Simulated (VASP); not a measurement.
Set up this calculation in VASP 6.6.1, as the native input.

```yaml
Task: relaxation of cell and atoms
Functional: PBE
Potentials_or_basis: VASP PAW PBE potentials, release 64 (Ga_d, N)
Cutoff: 520 eV
k_mesh: 3 × 3 × 1
Occupations: gaussian, width 0.02 eV
Spin: no spin polarisation
Further_INCAR_settings: ALGO = Normal; EDIFF = 1e-07; IBRION = 2; EDIFFG = -0.002; NSW = 80; ISIF = 3
```

The structure of GaN lies in POSCAR:

```
GaN                                     
1.0
    3.2771644089     -0.0000000000     -0.0000000000
   -1.6385822044      2.8381076261      0.0000000000
    0.0000000000      0.0000000000      4.9764843460
  Ga              N             
     2     2
Direct
     0.3333333300000021    0.6666666699999979    0.9894810948068571
     0.6666666699999979    0.3333333300000021    0.4894810948068571
     0.3333333300000021    0.6666666699999979    0.3855189051931429
     0.6666666699999979    0.3333333300000021    0.8855189051931429
```

These files were run (other wordings do the same):

INCAR

```
PREC = Accurate
ENCUT = 520
EDIFF = 1E-7
ISMEAR = 0
SIGMA = 0.02
LREAL = F
LASPH = T
NELM = 100
ALGO = Normal
ISIF = 3
LWAVE = F
LCHARG = F
GGA = PE
IBRION = 2
NSW = 80
EDIFFG = -0.002
```

KPOINTS

```
regular mesh
0
Gamma
  3 3 1
```

Potentials or basis: VASP PAW PBE potentials, release 64 (Ga_d, N).

The run is started by

```bash
$ cat potpaw_PBE.64/Ga_d/POTCAR potpaw_PBE.64/N/POTCAR > POTCAR
$ mpirun -np 1 vasp_std > vasp.out
```

Results of the run:

```
Relaxed volume                         : 11.58 Å³/atom
Relaxed cell                           : a = 3.278 Å, b = 3.278 Å, c = 4.977 Å, α = 90.00°, β = 90.00°, γ = 120.00°
Space group after relaxing (to 0.05 Å) : P6_3mc (No. 186)
Energy gained by relaxing              : 0.0 meV/atom
Ionic steps                            : 5
Pressure after relaxing                : 0.0 GPa
Band gap on the k mesh                 : 1.59 eV, direct
```

Caveat: the k mesh is coarse (spacing up to 1.26 Å⁻¹), so the values aren't converged.

Run time: 19 s on 1 thread of Intel(R) Xeon(R) Platinum 8259CL CPU @ 2.50GHz (Skylake/Cascade Lake) (shared host), peak memory 0.15 GiB.
